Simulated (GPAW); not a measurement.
# Si (Im-3m) in GPAW: further runs

The runs below take Si through single point, atomic charges, with PBE+D3(BJ), LDA, vdW-DF.

Program: GPAW 26.7.0. These are calculated values, not measurements. Logs are shortened: lines on timing, memory, paths and dates and some standing lists are left out, and cuts for length are marked. The log counts tension as positive stress, the text compression.

### 1 The structure

The structure is cubic, space group Im-3m (No. 229). The conventional cell has a = 6.672 Å, b = 6.672 Å, c = 6.672 Å, α = 90.00°, β = 90.00°, γ = 90.00°. Si (site symmetry -4m2) is surrounded by 4 Si at 2.36 Å.

This isn't the form of Si at room conditions, which is diamond.

### 2 Single point, PBE+D3(BJ) (volume scaled by 0.92)

The input, run.py:

```python
from ase.calculators.mixing import SumCalculator
from ase.dft.bandgap import bandgap
from ase.io import read, write
from dftd3.ase import DFTD3
from gpaw import GPAW

atoms = read('POSCAR')

calc = GPAW(mode='lcao',
            h=0.16,
            basis='dzp',
            xc='PBE',
            kpts={'size': (6, 6, 6), 'gamma': True},
            occupations={'name': 'fermi-dirac', 'width': 0.05},
            convergence={'density': 1e-05, 'energy': 1e-05},
            maxiter=150,
            txt='gpaw.txt')
atoms.calc = SumCalculator([calc, DFTD3(method='pbe', damping='d3bj')])
energy = atoms.get_potential_energy()
forces = atoms.get_forces()
calc.write('gs.gpw')
write('result.traj', atoms)
print(f'Energy: {energy:.6f} eV')
print('Forces (eV/A):')
print(forces.round(4))
print('Fermi level:', round(calc.get_fermi_level(), 4), 'eV')
print(f'Gap: {bandgap(calc)[0]:.4f} eV, direct: {bandgap(calc, direct=True)[0]:.4f} eV')
```

The input, POSCAR:

```
Si
1.0
   -3.2446372339      3.2446372339      3.2446372339
    3.2446372339     -3.2446372339      3.2446372339
    3.2446372339      3.2446372339     -3.2446372339
Si
6
Direct
    0.5000000000      0.7500000000      0.2500000000
    0.2500000000      0.7500000000      0.5000000000
    0.2500000000      0.5000000000      0.7500000000
    0.5000000000      0.2500000000      0.7500000000
    0.7500000000      0.5000000000      0.2500000000
    0.7500000000      0.2500000000      0.5000000000
```

Potentials or basis: GPAW PAW data sets (gpaw-data 1.2.1), lcao:dzp.

Command:

```sh
$ OMP_NUM_THREADS=1 python run.py
```

gpaw.txt:

```text
__  _  _
 | _ |_)|_||  |
 |__||  | ||/\| - 26.7.0

Input parameters:
  mode=LCAO(),
  basis={'default': 'dzp'},
  convergence={'density': 1e-05, 'energy': 1e-05},
  h=0.16,
  kpts=MonkhorstPack(size=(6, 6, 6), gamma=True),
  maxiter=150,
  occupations=Occupations(name='fermi-dirac', width=0.05),
  xc=XC(name='PBE')

        Si
           Si
         Si
               Si
             Si
                Si

Atoms  # Å, Bohr magnetons
|   | symbol |        x |        y |         z |    initial magnetic moments |
|---|--------|----------|----------|-----------|-----------------------------|
| 0 |     Si | 1.622319 | 0.000000 |  3.244637 | ( 0.0000,  0.0000,  0.0000) |
| 1 |     Si | 3.244637 | 0.000000 |  1.622319 | ( 0.0000,  0.0000,  0.0000) |
| 2 |     Si | 3.244637 | 1.622319 | -0.000000 | ( 0.0000,  0.0000,  0.0000) |
| 3 |     Si | 1.622319 | 3.244637 | -0.000000 | ( 0.0000,  0.0000,  0.0000) |
| 4 |     Si | 0.000000 | 1.622319 |  3.244637 | ( 0.0000,  0.0000,  0.0000) |
| 5 |     Si | 0.000000 | 3.244637 |  1.622319 | ( 0.0000,  0.0000,  0.0000) |

Unit cell  # Å
| periodic |         x |         y |         z |  lengths |     angles |
|----------|-----------|-----------|-----------|----------|------------|
|      yes | -3.244637 |  3.244637 |  3.244637 | 5.619877 | 109.471221 |
|      yes |  3.244637 | -3.244637 |  3.244637 | 5.619877 | 109.471221 |
|      yes |  3.244637 |  3.244637 | -3.244637 | 5.619877 | 109.471221 |

Number of symmetries: 48
Symmetry operations  # r_c * U_cc + t_c -> r_c
|    | kind |            matrix            |
|----|------|------------------------------|
|  0 |  σ   |  1, 1, 1,  0, 0,-1,  0,-1, 0 |
|  1 |  C4  |  1, 1, 1,  0, 0,-1, -1, 0, 0 |
|  2 |  C2  |  1, 1, 1,  0,-1, 0,  0, 0,-1 |
|  3 |  S6  |  1, 1, 1,  0,-1, 0, -1, 0, 0 |
|  4 |  S6  |  1, 1, 1, -1, 0, 0,  0, 0,-1 |
|  5 |  C4  |  1, 1, 1, -1, 0, 0,  0,-1, 0 |
|  6 |  E   |  1, 0, 0,  0, 1, 0,  0, 0, 1 |
|  7 |  σ   |  1, 0, 0,  0, 1, 0, -1,-1,-1 |
|  8 |  σ   |  1, 0, 0,  0, 0, 1,  0, 1, 0 |
|  9 |  C3  |  1, 0, 0,  0, 0, 1, -1,-1,-1 |
| 10 |  C3  |  1, 0, 0, -1,-1,-1,  0, 1, 0 |
| 11 |  σ   |  1, 0, 0, -1,-1,-1,  0, 0, 1 |
| 12 |  σ   |  0, 1, 0,  1, 0, 0,  0, 0, 1 |
| 13 |  C2  |  0, 1, 0,  1, 0, 0, -1,-1,-1 |
| 14 |  C3  |  0, 1, 0,  0, 0, 1,  1, 0, 0 |
| 15 |  S4  |  0, 1, 0,  0, 0, 1, -1,-1,-1 |
| 16 |  S4  |  0, 1, 0, -1,-1,-1,  1, 0, 0 |
[... 17 lines left out ...]
| 34 |  σ   |  0,-1, 0, -1, 0, 0,  1, 1, 1 |
| 35 |  C2  |  0,-1, 0, -1, 0, 0,  0, 0,-1 |
| 36 |  C2  | -1, 0, 0,  1, 1, 1,  0, 0,-1 |
| 37 |  S6  | -1, 0, 0,  1, 1, 1,  0,-1, 0 |
| 38 |  S6  | -1, 0, 0,  0, 0,-1,  1, 1, 1 |
| 39 |  C2  | -1, 0, 0,  0, 0,-1,  0,-1, 0 |
| 40 |  C2  | -1, 0, 0,  0,-1, 0,  1, 1, 1 |
| 41 |  i   | -1, 0, 0,  0,-1, 0,  0, 0,-1 |
| 42 |  S4  | -1,-1,-1,  1, 0, 0,  0, 1, 0 |
| 43 |  C3  | -1,-1,-1,  1, 0, 0,  0, 0, 1 |
| 44 |  C3  | -1,-1,-1,  0, 1, 0,  1, 0, 0 |
| 45 |  σ   | -1,-1,-1,  0, 1, 0,  0, 0, 1 |
| 46 |  S4  | -1,-1,-1,  0, 0, 1,  1, 0, 0 |
| 47 |  C2  | -1,-1,-1,  0, 0, 1,  0, 1, 0 |

BZ-sampling:
  Number of BZ points: 216
  Number of IBZ points: 16

  Monkhorst-Pack size: [6, 6, 6]
  Monkhorst-Pack shift: [0.08333333333333333, 0.08333333333333333, 0.08333333333333333]

K-points  # in reciprocal-cell coordinates
|     |                                coordinates |     weight |
|-----|--------------------------------------------|------------|
|   0 | (  0.00000000,   0.00000000,   0.00000000) | 0.00462963 |
|   1 | (  0.16666667,   0.00000000,   0.00000000) | 0.05555556 |
|   2 | (  0.16666667,   0.16666667,  -0.16666667) | 0.02777778 |
|   3 | (  0.33333333,   0.00000000,  -0.16666667) | 0.11111111 |
|   4 | (  0.33333333,   0.00000000,   0.00000000) | 0.05555556 |
|   5 | (  0.33333333,   0.16666667,  -0.16666667) | 0.11111111 |
|   6 | (  0.33333333,   0.33333333,  -0.33333333) | 0.02777778 |
|   7 | (  0.33333333,   0.33333333,   0.16666667) | 0.05555556 |
|   8 | (  0.33333333,   0.33333333,   0.33333333) | 0.03703704 |
|   9 | (  0.50000000,   0.16666667,   0.16666667) | 0.03703704 |
| ... |                                            |            |
|  15 | (  0.50000000,   0.50000000,   0.50000000) | 0.00462963 |

basis functions: 78
Spin-components: 1 (collinear spins)
Bands:           19
Projectors:      30
Spin-degeneracy: 2
Datatype:        <class 'complex'>

Parallelization:
  kpt:    1
  domain: 1
  band:   1

Density:
  Valence electrons: 24.0
  Components: 1
  Grid points: [28 28 28]
  Charge: 0.0  # |e|

Potential:
  Grid points: [28 28 28]

species:
  Si:
    name:    Silicon
    Z:       14.0
    valence: 4
    core:    10
    charge:  0.0  # [|e|]
[... 91 lines left out ...]
|  6 |  E   |  1, 0, 0,  0, 1, 0,  0, 0, 1 |
|  7 |  σ   |  1, 0, 0,  0, 1, 0, -1,-1,-1 |
|  8 |  σ   |  1, 0, 0,  0, 0, 1,  0, 1, 0 |
|  9 |  C3  |  1, 0, 0,  0, 0, 1, -1,-1,-1 |
| 10 |  C3  |  1, 0, 0, -1,-1,-1,  0, 1, 0 |
| 11 |  σ   |  1, 0, 0, -1,-1,-1,  0, 0, 1 |
| 12 |  σ   |  0, 1, 0,  1, 0, 0,  0, 0, 1 |
| 13 |  C2  |  0, 1, 0,  1, 0, 0, -1,-1,-1 |
| 14 |  C3  |  0, 1, 0,  0, 0, 1,  1, 0, 0 |
| 15 |  S4  |  0, 1, 0,  0, 0, 1, -1,-1,-1 |
| 16 |  S4  |  0, 1, 0, -1,-1,-1,  1, 0, 0 |
[... 17 lines left out ...]
| 34 |  σ   |  0,-1, 0, -1, 0, 0,  1, 1, 1 |
| 35 |  C2  |  0,-1, 0, -1, 0, 0,  0, 0,-1 |
| 36 |  C2  | -1, 0, 0,  1, 1, 1,  0, 0,-1 |
| 37 |  S6  | -1, 0, 0,  1, 1, 1,  0,-1, 0 |
| 38 |  S6  | -1, 0, 0,  0, 0,-1,  1, 1, 1 |
| 39 |  C2  | -1, 0, 0,  0, 0,-1,  0,-1, 0 |
| 40 |  C2  | -1, 0, 0,  0,-1, 0,  1, 1, 1 |
| 41 |  i   | -1, 0, 0,  0,-1, 0,  0, 0,-1 |
| 42 |  S4  | -1,-1,-1,  1, 0, 0,  0, 1, 0 |
| 43 |  C3  | -1,-1,-1,  1, 0, 0,  0, 0, 1 |
| 44 |  C3  | -1,-1,-1,  0, 1, 0,  1, 0, 0 |
| 45 |  σ   | -1,-1,-1,  0, 1, 0,  0, 0, 1 |
| 46 |  S4  | -1,-1,-1,  0, 0, 1,  1, 0, 0 |
| 47 |  C2  | -1,-1,-1,  0, 0, 1,  0, 1, 0 |

BZ-sampling:
  Number of BZ points: 216
  Number of IBZ points: 16

  Monkhorst-Pack size: [6, 6, 6]
  Monkhorst-Pack shift: [0.08333333333333333, 0.08333333333333333, 0.08333333333333333]

K-points  # in reciprocal-cell coordinates
|     |                                coordinates |     weight |
|-----|--------------------------------------------|------------|
|   0 | (  0.00000000,   0.00000000,   0.00000000) | 0.00462963 |
|   1 | (  0.16666667,   0.00000000,   0.00000000) | 0.05555556 |
|   2 | (  0.16666667,   0.16666667,  -0.16666667) | 0.02777778 |
|   3 | (  0.33333333,   0.00000000,  -0.16666667) | 0.11111111 |
|   4 | (  0.33333333,   0.00000000,   0.00000000) | 0.05555556 |
|   5 | (  0.33333333,   0.16666667,  -0.16666667) | 0.11111111 |
|   6 | (  0.33333333,   0.33333333,  -0.33333333) | 0.02777778 |
|   7 | (  0.33333333,   0.33333333,   0.16666667) | 0.05555556 |
|   8 | (  0.33333333,   0.33333333,   0.33333333) | 0.03703704 |
|   9 | (  0.50000000,   0.16666667,   0.16666667) | 0.03703704 |
| ... |                                            |            |
|  15 | (  0.50000000,   0.50000000,   0.50000000) | 0.00462963 |

basis functions: 78
Spin-components: 1 (collinear spins)
Bands:           19
Projectors:      30
Spin-degeneracy: 2
Datatype:        <class 'complex'>

Parallelization:
  kpt:    1
  domain: 1
  band:   1

Density:
  Valence electrons: 24.0
  Components: 1
  Grid points: [28 28 28]
  Charge: 0.0  # |e|

Potential:
  Grid points: [28 28 28]

species:
  Si:
    name:    Silicon
    Z:       14.0
    valence: 4
    core:    10
    charge:  0.0  # [|e|]
    compensation charges:
      type: gauss
      rc: 0.33  # [Å]
      lmax: 2
    cutoffs:
      filter: 1.86  # [Å]
      core: 2.06  # [Å]
    projectors
    | kind |    occ | energy [eV] | rcut [Å] |
    |------|--------|-------------|----------|
    |   3s |  2.000 |     -10.812 |    1.058 |
    |   3p |  2.000 |      -4.081 |    1.058 |
    |    s |        |      16.399 |    1.058 |
    |    p |        |      23.130 |    1.058 |
    |    d |        |       0.000 |    1.058 |

    LCAO basis set for Si:
      Name: dzp
      File: <dir>
      Number of radial functions: 5
      Number of spherical harmonics: 13
        l=0, rc=6.8594 Bohr: 3s-sz confined orbital
        l=1, rc=9.0625 Bohr: 3p-sz confined orbital
        l=0, rc=3.8906 Bohr: 3s-dz split-valence wave
        l=1, rc=5.2344 Bohr: 3p-dz split-valence wave
        l=2, rc=9.0625 Bohr: d-type Gaussian polarization
      Number of RI-basis functions 0

Reference energy: -47318.065501  # eV

eigensolver:
  <gpaw.new.lcao.eigensolver.LCAOEigensolver object>
density mixing:
  MSR1-Mixer
  Pratt-step length: 0.05
  Maximum mixing coefficient: 0.75
  Old densities: 10
  SVD Regularization: 0.005
  Good broyden scale: 1.0
  Trust region scale: 1.0
  Backstep threshold: 4.0
  History deletion threshold: 6.0
  Fourier metric: weight=20.0, sigma=0.015

occupation numbers:
  Fermi-Dirac:
    width: 0.0500  # eV

FastPoissonSolver using
    Stencil: 8*3+1=25 point O(h^6) finite-difference Laplacian
    FFT axes: [np.int64(0), np.int64(1), np.int64(2)]
    FST axes: []

xc functional:
  name: PBE with 2 nearest neighbor stencil
interpolation: tri-quintic # 5. degree polynomial

convergence criteria:
- Maximum integral of absolute [dens]ity change: 1e-05 electrons / valence electron
- Maximum [total energy] change in last 3 cyles: 1e-05 eV / valence electron
- Maximum integral of absolute [eigenst]ate change: 4e-08 eV^2 / valence electron
maximum number of iterations: 150

SCF iterations
|iter     | |      energy | eigst |  dens |
|---------|-|-------------|-------|-------|
|iter:   1| |  -30.111591 |      c|       |
|iter:   2| |  -30.082157 |      c| -0.85 |
|iter:   3| |  -29.908773 |      c| -0.88 |
|iter:   4| |  -29.913184 |      c| -1.48 |
|iter:   5| |  -29.913332 |      c| -2.28 |
|iter:   6| |  -29.913331c|      c| -3.32 |
|iter:   7| |  -29.913332c|      c| -4.04 |
|iter:   8| |  -29.913332c|      c| -4.88 |
|iter:   9| |  -29.913332c|      c| -5.57c|

Converged in 9 steps
Energy contributions relative to reference atoms: (reference = -47318.065501)

Energy contributions:
  Kinetic:          69.514243
  Coulomb:         -58.172214
  Zero:             -0.102291
  External:          0.000000
  Xc:              -41.151232
  Entropy:          -0.003674
  Spinorbit:         0.000000
  ----------------------------
  Free energy:     -29.915169
  Extrapolated:    -29.913332

dipole moment: (0.000000, 0.000000, 0.000000)  # |e|*Ang

Fermi level: 4.325
Eigenvalues  # (at kpt = [0.000, 0.000, 0.000])
| band index |      eig [eV] | occ [0-2] |
|------------|---------------|-----------|
|          0 |        -8.082 |     2.000 |
|        ... |               |           |
|          4 |        -3.036 |     2.000 |
|          5 |        -3.036 |     2.000 |
|          6 |         1.137 |     2.000 |
|          7 |         1.137 |     2.000 |
|          8 |         1.137 |     2.000 |
|          9 |         1.994 |     2.000 |
|         10 |         1.994 |     2.000 |
|         11 |         1.994 |     2.000 |
|         12 |         6.358 |     0.000 |
|         13 |         6.358 |     0.000 |
|         14 |         6.358 |     0.000 |
|         15 |         7.557 |     0.000 |
|         16 |         7.557 |     0.000 |
|         17 |         8.110 |     0.000 |
|         18 |        11.633 |     0.000 |

Gap: 0.060 eV
Transition (v -> c):
  (s=0, k=15, n=11, [0.50, 0.50, 0.50]) -> (s=0, k=6, n=12, [0.33, 0.33, -0.33])
Direct/indirect transitions are different
Direct gap: 0.342 eV
Transition at: (s=0, k=15, n=11, [0.50, 0.50, 0.50])

Forces  # eV/Ang
|        x |        y |        z |
|----------|----------|----------|
|  0.00000 |  0.00000 | -0.00000 |  # Si   0
|  0.00000 |  0.00000 |  0.00000 |  # Si   1
| -0.00000 | -0.00000 | -0.00000 |  # Si   2
| -0.00000 |  0.00000 | -0.00000 |  # Si   3
|  0.00000 |  0.00000 |  0.00000 |  # Si   4
| -0.00000 | -0.00000 | -0.00000 |  # Si   5

# Writing to gs.gpw (mode='')
```

Wall time 2.3 min (1 thread of Arm Neoverse V1, shared host); peak memory 0.27 GiB.

What came out:

* Free energy: -31.4857 eV
* Band gap on the k mesh: 0.06 eV, indirect (least direct gap 0.34 eV)
* Dispersion energy per atom: -0.262 eV

Caveat: the real-space grid adds noise to forces; the basis of atomic orbitals isn't converged, which shifts pressures, moduli and gaps.

(Part 1 of 2 ends here.)
